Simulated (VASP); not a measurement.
A run of VASP 6.6.1 is set up as follows.

File INCAR:

```
AGGAC = 1.0
AGGAX = 1.0
ALDAC = 0.0
ALDAX = 1.0
ALGO = Normal
EDIFF = 1E-6
ENCUT = 520
GGA = B5
ISIF = 2
ISMEAR = -1
IVDW = 13
LASPH = T
LCHARG = F
LREAL = F
LWAVE = F
NBANDS = 17
NELM = 100
PREC = Accurate
SIGMA = 0.05
VDW_A1 = 0.44488865
VDW_A2 = 4.0933009
VDW_S6 = 1.0
VDW_S8 = 2.34076671
```

File KPOINTS:

```
k-points
0
Gamma
  8 8 8
```

Contents of POSCAR:

```
PbSe
1.0
    0.0000000000      3.1206779849      3.1206779849
    3.1206779849      0.0000000000      3.1206779849
    3.1206779849      3.1206779849      0.0000000000
Pb Se
1 1
Direct
    0.0000000000      0.0000000000      0.0000000000
    0.5000000000      0.5000000000      0.5000000000
```

Potentials or basis: VASP PAW PBE potentials, release 64 (Pb_d, Se).

Launch:

```bash
$ cat potpaw_PBE.64/Pb_d/POTCAR potpaw_PBE.64/Se/POTCAR > POTCAR
$ mpirun -np 1 vasp_std > vasp.out
```

(1) What does it give for the band gap on the k mesh?

(2) Estimate the pressure.

(3) What does it give for the dispersion energy per atom?

Results:

(1) 0.56 eV, direct.

(2) 1.6 GPa.

(3) -0.711 eV.

Caveat: the PAW data sets were made with another functional, which shifts forces and pressure a little; spin-orbit coupling is left out, which moves the levels of the heavy elements.

**The experiment to reproduce.**

A printed reference work, monograph reports, for a bulk crystal of PbSe at 4.2 K: band gap 0.15 eV (direct).

A measured gap of PbSe is 0.15 eV (direct; 4.2 K; a printed reference work, monograph); the calculated 0.56 eV misses it by +0.41 eV. 2 values of this kind are on record (0.15 to 0.28 eV); this one was drawn at random. Spin-orbit coupling on Pb, Se is left out. The value is that of BLYP+D4 on a finite k mesh, which can miss the band edges, without temperature or zero-point motion.
